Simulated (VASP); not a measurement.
# BaTiO3 (P4mm) in VASP: notebook

One crystal, BaTiO3, is run at these levels: PBE; tasks: band structure, evGW0 quasiparticle levels.

Program: VASP 6.6.1. These are calculated values, not measurements. Logs are shortened: lines on timing, memory, paths and dates and some standing lists are left out, and cuts for length are marked.

## (1) The crystal as given

Symmetry: P4mm, No. 99, tetragonal system. The conventional cell has a = 4.000 Å, b = 4.000 Å, c = 4.018 Å, α = 90.00°, β = 90.00°, γ = 90.00°. Ba (site symmetry 4mm) has 12 O at 2.79 to 2.88 Å as nearest neighbours. Ti (site symmetry 4mm) is surrounded by 6 O at 1.89 to 2.13 Å. O (site symmetry 2mm) is surrounded by 2 Ti at 2.00 Å. Around O (site symmetry 4mm) lie 2 Ti at 1.89 to 2.13 Å.

## (2) Band structure, PBE

The input, INCAR:

```
SYSTEM = BaTiO3
  ALGO = Normal
  EDIFF = 1E-6
  ENCUT = 520
  GGA = PE
  ISIF = 2
  ISMEAR = -1
  LASPH = .TRUE.
  LCHARG = .FALSE.
  LMAXMIX = 4
  LREAL = .FALSE.
  LWAVE = .FALSE.
  NBANDS = 28
  NELM = 60
  PREC = Accurate
  SIGMA = 0.05
```

The input, KPOINTS:

```
k-points
0
G
  7 7 7
  0 0 0
```

The input, POSCAR:

```
BaTiO3
1.0
    3.9998000000      0.0000000000      0.0000000000
    0.0000000000      3.9998000000      0.0000000000
    0.0000000000      0.0000000000      4.0180000000
Ba Ti O
1 1 3
Direct
    0.0000000000      0.0000000000      0.0000000000
    0.5000000000      0.5000000000      0.4900000000
    0.0000000000      0.5000000000      0.5170000000
    0.5000000000      0.0000000000      0.5170000000
    0.5000000000      0.5000000000      0.0190000000
```

The input, KPOINTS_OPT:

```
path GXMGZRAZ,XR,MA
15
line-mode
reciprocal
 0.0000000000  0.0000000000  0.0000000000  G
 0.0000000000  0.5000000000  0.0000000000  X

 0.0000000000  0.5000000000  0.0000000000  X
 0.5000000000  0.5000000000  0.0000000000  M

 0.5000000000  0.5000000000  0.0000000000  M
 0.0000000000  0.0000000000  0.0000000000  G

 0.0000000000  0.0000000000  0.0000000000  G
 0.0000000000  0.0000000000  0.5000000000  Z

 0.0000000000  0.0000000000  0.5000000000  Z
 0.0000000000  0.5000000000  0.5000000000  R

 0.0000000000  0.5000000000  0.5000000000  R
 0.5000000000  0.5000000000  0.5000000000  A

 0.5000000000  0.5000000000  0.5000000000  A
 0.0000000000  0.0000000000  0.5000000000  Z

 0.0000000000  0.5000000000  0.0000000000  X
 0.0000000000  0.5000000000  0.5000000000  R

 0.5000000000  0.5000000000  0.0000000000  M
 0.5000000000  0.5000000000  0.5000000000  A
```

Potentials or basis: VASP PAW PBE potentials, release 64 (Ba_sv, Ti_sv, O).

Launch:

```sh
> cat potpaw_PBE.64/Ba_sv/POTCAR potpaw_PBE.64/Ti_sv/POTCAR potpaw_PBE.64/O/POTCAR > POTCAR
> mpirun -np 1 vasp_std > vasp.out
```

OUTCAR:

```text
SYSTEM = BaTiO3
   EDIFF = 1E-6
   ENCUT = 520
   GGA = PE
   ISIF = 2
   ISMEAR = -1
   LASPH = .TRUE.
   LREAL = .FALSE.
   NELM = 60
   PREC = Accurate

 ion  position               nearest neighbor table
   1  0.000  0.000  0.000-   3 2.79   4 2.79   3 2.79   4 2.79   5 2.83   5 2.83   5 2.83   5 2.83
                             4 2.88   3 2.88   4 2.88   3 2.88   2 3.45   2 3.45   2 3.45   2 3.45
   2  0.500  0.500  0.490-   5 1.89   4 2.00   3 2.00   4 2.00   3 2.00   5 2.13   1 3.45   1 3.45
                             1 3.45   1 3.45   1 3.49   1 3.49   1 3.49   1 3.49
   3  0.000  0.500  0.517-   2 2.00   2 2.00   1 2.79   1 2.79   1 2.88   1 2.88
   4  0.500  0.000  0.517-   2 2.00   2 2.00   1 2.79   1 2.79   1 2.88   1 2.88
   5  0.500  0.500  0.019-   2 1.89   2 2.13   1 2.83   1 2.83   1 2.83   1 2.83

  LATTYP: Found a simple tetragonal cell.
 ALAT       =     3.9998000000
 C/A-ratio  =     1.0045502275

  Lattice vectors:

 A1 = (   3.9998000000,   0.0000000000,   0.0000000000)
 A2 = (   0.0000000000,   3.9998000000,   0.0000000000)
 A3 = (   0.0000000000,   0.0000000000,   4.0180000000)

Analysis of symmetry for initial positions (statically):
=====================================================================
 Subroutine PRICEL returns:
 Original cell was already a primitive cell.

 Routine SETGRP: Setting up the symmetry group for a
 simple tetragonal supercell.

 Subroutine GETGRP returns: Found  8 space group operations
 (whereof  8 operations were pure point group operations)
 out of a pool of 16 trial point group operations.

The static configuration has the point symmetry C_4v.

Analysis of symmetry for dynamics (positions and initial velocities):
=====================================================================
 Subroutine PRICEL returns:
 Original cell was already a primitive cell.

 Routine SETGRP: Setting up the symmetry group for a
 simple tetragonal supercell.

 Subroutine GETGRP returns: Found  8 space group operations
 (whereof  8 operations were pure point group operations)
 out of a pool of 16 trial point group operations.

The dynamic configuration has the point symmetry C_4v.

 Subroutine INISYM returns: Found  8 space group operations
 (whereof  8 operations are pure point group operations),
 and found     1 'primitive' translations

----------------------------------------------------------------------------------------

                                     Primitive cell

  volume of cell :      64.2816

  direct lattice vectors                    reciprocal lattice vectors
     3.999800000  0.000000000  0.000000000     0.250012501  0.000000000  0.000000000
     0.000000000  3.999800000  0.000000000     0.000000000  0.250012501  0.000000000
     0.000000000  0.000000000  4.018000000     0.000000000  0.000000000  0.248880040

  length of vectors
     3.999800000  3.999800000  4.018000000     0.250012501  0.250012501  0.248880040

  position of ions in fractional coordinates (direct lattice)
     0.000000000  0.000000000  0.000000000
     0.500000000  0.500000000  0.490000000
     0.000000000  0.500000000  0.517000000
     0.500000000  0.000000000  0.517000000
     0.500000000  0.500000000  0.019000000

  ion indices of the primitive-cell ions
   primitive index   ion index
                 1           1
                 2           2
                 3           3
                 4           4
                 5           5

----------------------------------------------------------------------------------------

 KPOINTS: k-points

Automatic generation of k-mesh.
 Grid dimensions read from file:
 generate k-points for:    7    7    7

 Generating k-lattice:

  Cartesian coordinates                     Fractional coordinates (reciprocal lattice)
     0.035716072  0.000000000  0.000000000     0.142857143  0.000000000  0.000000000
     0.000000000  0.035716072  0.000000000     0.000000000  0.142857143  0.000000000
     0.000000000  0.000000000  0.035554291     0.000000000  0.000000000  0.142857143

  Length of vectors
     0.035716072  0.035716072  0.035554291

  Shift w.r.t. Gamma in fractional coordinates (k-lattice)
     0.000000000  0.000000000  0.000000000

 Subroutine IBZKPT returns following result:
 ===========================================

 Found     40 irreducible k-points:

 Following reciprocal coordinates:
            Coordinates               Weight
  0.000000  0.000000  0.000000      1.000000
  0.142857  0.000000  0.000000      4.000000
  0.285714  0.000000  0.000000      4.000000
  0.428571  0.000000  0.000000      4.000000
  0.142857  0.142857  0.000000      4.000000
  0.285714  0.142857  0.000000      8.000000
[... 32 lines left out ...]
  0.428571  0.285714  0.428571     16.000000
  0.428571  0.428571  0.428571      8.000000
   k-points           NKPTS =     40   k-points in BZ     NKDIM =     40   number of bands    NBANDS=     28
   number of dos      NEDOS =    301   number of ions     NIONS =      5
   total plane-waves  NPLWV =  27000
   dimension x,y,z NGX =    30 NGY =   30 NGZ =   30
   dimension x,y,z NGXF=    60 NGYF=   60 NGZF=   60
   ions per type =               1   1   3
   NGX,Y,Z   is equivalent  to a cutoff of  12.47, 12.47, 12.41 a.u.
   NGXF,Y,Z  is equivalent  to a cutoff of  24.94, 24.94, 24.83 a.u.
 SYSTEM =  BaTiO3
   PREC   = accura    normal or accurate (medium, high low for compatibility)
   ISTART =      0    job   : 0-new  1-cont  2-samecut
   ICHARG =      2    charge: 1-file 2-atom 10-const
   ISPIN  =      1    spin polarized calculation?
   LNONCOLLINEAR =      F non collinear calculations
   LSORBIT =      F    spin-orbit coupling
   LASPH  =      T    aspherical Exc in radial PAW
   ENCUT  =  520.0 eV  38.22 Ry    6.18 a.u.   7.44  7.44  7.47*2*pi/ulx,y,z
   NELM   =     60;   NELMIN=  2; NELMDL= -5     # of ELM steps
   EDIFF  = 0.1E-05   stopping-criterion for ELM
   LREAL  =      F    real-space projection
   EDIFFG = 0.1E-04   stopping-criterion for IOM
   NSW    =      0    number of steps for IOM
   IBRION =     -1    ionic relax: 0-MD 1-quasi-New 2-CG
   NFREE  =      0    steps in history (QN), initial steepest desc. (CG)
   ISIF   =      2    stress and relaxation
   ISYM   =      2    0-nonsym 1-usesym 2-fastsym
   POTIM  = 0.5000    time-step for ionic-motion
   TEBEG  =    0.0;   TEEND  =   0.0 temperature during run
   PSTRESS=    0.0 pullay stress
   NELECT =      40.0000    total number of electrons
   NUPDOWN=      -1.0000    fix difference up-down
   EMIN   =  10.00;   EMAX   =-10.00  energy-range for DOS
   EFERMI =   0.00;   METHOD = LEGACY
   ISMEAR =    -1;   SIGMA  =   0.05  broadening in eV -4-tet -1-fermi 0-gaus
   EFERMI_NEDOS =   21; number of points for ismear=-14 and -15
   IALGO  =     38    algorithm
   IMIX   =      4    mixing-type and parameters
     AMIX     =   0.40;   BMIX     =  1.00
     AMIX_MAG =   1.60;   BMIX_MAG =  1.00
  volume/ion in A,a.u.               =      12.86        86.76
  Fermi-wavevector in a.u.,A,eV,Ry     =   1.397653  2.641181 26.578078  1.953434
  Thomas-Fermi vector in A             =   2.520888
   LORBIT       =      0    0 simple, 1 ext, 2 COOP (PROOUT), +10 PAW based schemes
   GGA     = PE    functional components
   LHFCALC =     F    Hartree Fock is set to
   AEXX    =    0.0000 exact exchange contribution
   IVDW    =     0    specifies the selected vdW correction
   LEPSILON=     F    determine dielectric tensor
   LRPA    =     F    only Hartree local field effects (RPA)
 non-spin polarized calculation
  energy-cutoff  :      520.00
  volume of cell :       64.28
 maximum number of plane-waves:      1755
 NGX is ok and might be reduce to    30
   NGX = 15   NGY = 15   NGZ = 15

 number of electron      39.9999977 magnetization

 Free energy of the ion-electron system (eV)
  ---------------------------------------------------
  ext. energy  EPLUGINS =         0.00000000
  ---------------------------------------------------
  free energy    TOTEN  =       -39.98224187 eV

  energy without entropy =      -39.98224187  energy(sigma->0) =      -39.98224187

 E-fermi :   4.7447     XC(G=0): -11.2422

 val. band max:        3.7520324336   @ k =   0.4286   0.4286   0.4286
 cond. band min:       5.6186184223   @ k =   0.0000   0.0000   0.0000
 fundamental gap:      1.8665859887
 Fermi energy:         4.7447079386

 k-point     1 :       0.0000    0.0000    0.0000
  band No.  band energies     occupation
      1     -52.7546      2.00000
      2     -28.9956      2.00000
      3     -28.9657      2.00000
      4     -28.9657      2.00000
      5     -21.0129      2.00000
      6     -13.0750      2.00000
[... 20 lines left out ...]
     27       8.8947      0.00000
     28      11.1448      0.00000

 k-point     2 :       0.1429    0.0000    0.0000
  band No.  band energies     occupation
      1     -52.7545      2.00000
      2     -28.9953      2.00000
      3     -28.9757      2.00000
      4     -28.9653      2.00000
      5     -20.9909      2.00000
      6     -13.0913      2.00000
[... 20 lines left out ...]
     27       9.2747      0.00000
     28      11.6279      0.00000

 k-point     3 :       0.2857    0.0000    0.0000
  band No.  band energies     occupation
      1     -52.7540      2.00000
      2     -28.9980      2.00000
      3     -28.9943      2.00000
      4     -28.9645      2.00000
      5     -20.9406      2.00000
      6     -13.1855      2.00000
[... 20 lines left out ...]
     27      10.2497      0.00000
     28      12.1425      0.00000

 k-point     4 :       0.4286    0.0000    0.0000
  band No.  band energies     occupation
      1     -52.7537      2.00000
      2     -29.0157      2.00000
      3     -28.9937      2.00000
      4     -28.9638      2.00000
      5     -20.8993      2.00000
      6     -13.2938      2.00000
[... 1074 lines left out ...]
     27      11.7867      0.00000
     28      11.9423      0.00000

 k-point    39 :       0.4286    0.2857    0.4286
  band No.  band energies     occupation
      1     -52.7521      2.00000
      2     -29.0388      2.00000
      3     -29.0111      2.00000
      4     -28.9931      2.00000
      5     -20.7862      2.00000
      6     -12.4592      2.00000
[... 20 lines left out ...]
     27      11.6266      0.00000
     28      11.8284      0.00000

 k-point    40 :       0.4286    0.4286    0.4286
  band No.  band energies     occupation
      1     -52.7518      2.00000
      2     -29.0380      2.00000
      3     -29.0103      2.00000
      4     -29.0102      2.00000
      5     -20.7628      2.00000
      6     -12.2982      2.00000
[... 20 lines left out ...]
     27      11.3669      0.00000
     28      11.5593      0.00000

------------------------ aborting loop because EDIFF is reached ----------------------------------------

  FORCE on cell =-STRESS in cart. coord.  units (eV):
  Direction    XX          YY          ZZ          XY          YZ          ZX
  --------------------------------------------------------------------------------------
  -------------------------------------------------------------------------------------
  Total        1.5664604      1.5664604      1.9418730      0.0000000      0.0000000      0.0000000
  in kB       39.0430296     39.0430296     48.3999508      0.0000000      0.0000000      0.0000000
  external PRESSURE =      42.1620033 kB  Pullay stress =       0.0000000 kB

 VOLUME and BASIS-vectors are now :
 -----------------------------------------------------------------------------
  energy-cutoff  :      520.00
  volume of cell :       64.28
      direct lattice vectors                 reciprocal lattice vectors
     3.999800000  0.000000000  0.000000000     0.250012501  0.000000000  0.000000000
     0.000000000  3.999800000  0.000000000     0.000000000  0.250012501  0.000000000
     0.000000000  0.000000000  4.018000000     0.000000000  0.000000000  0.248880040

 POSITION                                       TOTAL-FORCE (eV/Angst)
 -----------------------------------------------------------------------------------
      0.00000      0.00000      0.00000        -0.000000      0.000000      0.075500
      1.99990      1.99990      1.96882        -0.000000     -0.000000     -0.114235
      0.00000      1.99990      2.07731         0.000000      0.000000     -0.117500
      1.99990      0.00000      2.07731        -0.000000      0.000000     -0.117500
      1.99990      1.99990      0.07634        -0.000000      0.000000      0.273735
 -----------------------------------------------------------------------------------
    total drift:                                0.000000      0.000000      0.000190

  FREE ENERGIE OF THE ION-ELECTRON SYSTEM (eV)
  ---------------------------------------------------
  free  energy   TOTEN  =       -39.9822418745 eV

  energy  without entropy=      -39.9822418737  energy(sigma->0) =      -39.98224187
```

It took 3.5 min on 1 thread of Intel Xeon Platinum 8488C (Sapphire Rapids), shared host; peak memory 0.25 GiB.

What came out:

* Free energy: -39.9822 eV
* Pressure: 4.2 GPa
* Largest force: 0.274 eV/Å
* Band gap on the k mesh: 1.87 eV, indirect (least direct gap 2.06 eV)
* Band gap along the path: 1.77 eV, indirect (least direct gap 2.06 eV)

Forces on the atoms (eV/Å):
```
Ba   0.000  0.000  0.075
Ti   0.000  0.000 -0.114
O    0.000  0.000 -0.117
O    0.000  0.000 -0.117
O    0.000  0.000  0.274
```

Levels at the corners of the path, in eV from the valence-band top:
| point | band 18 | band 19 | band 20 | band 21 | band 22 | band 23 |
| --- | --- | --- | --- | --- | --- | --- |
| Γ | -0.31 | -0.29 | -0.29 | 1.77 | 1.99 | 1.99 |
| X | -1.73 | -0.94 | -0.84 | 2.12 | 3.48 | 3.52 |
| X | -1.73 | -0.94 | -0.84 | 2.12 | 3.48 | 3.52 |
| M | -0.97 | -0.97 | -0.09 | 3.53 | 3.53 | 3.92 |
| M | -0.97 | -0.97 | -0.09 | 3.53 | 3.53 | 3.92 |
| Γ | -0.31 | -0.29 | -0.29 | 1.77 | 1.99 | 1.99 |
| Γ | -0.31 | -0.29 | -0.29 | 1.77 | 1.99 | 1.99 |
| Z | -1.94 | -0.71 | -0.71 | 1.93 | 3.55 | 3.55 |
| Z | -1.94 | -0.71 | -0.71 | 1.93 | 3.55 | 3.55 |
| R | -0.91 | -0.89 | -0.17 | 3.51 | 3.56 | 3.91 |
| R | -0.91 | -0.89 | -0.17 | 3.51 | 3.56 | 3.91 |
| A | -0.08 | -0.08 | 0.00 | 4.15 | 4.15 | 4.16 |
| A | -0.08 | -0.08 | 0.00 | 4.15 | 4.15 | 4.16 |
| Z | -1.94 | -0.71 | -0.71 | 1.93 | 3.55 | 3.55 |
| X | -1.73 | -0.94 | -0.84 | 2.12 | 3.48 | 3.52 |
| R | -0.91 | -0.89 | -0.17 | 3.51 | 3.56 | 3.91 |
| M | -0.97 | -0.97 | -0.09 | 3.53 | 3.53 | 3.92 |
| A | -0.08 | -0.08 | 0.00 | 4.15 | 4.15 | 4.16 |

Caveat: spin-orbit coupling is left out, which moves the levels of the heavy elements; the mesh misses the band edges, which the band path finds closer together.

[end of part 1 of 2]
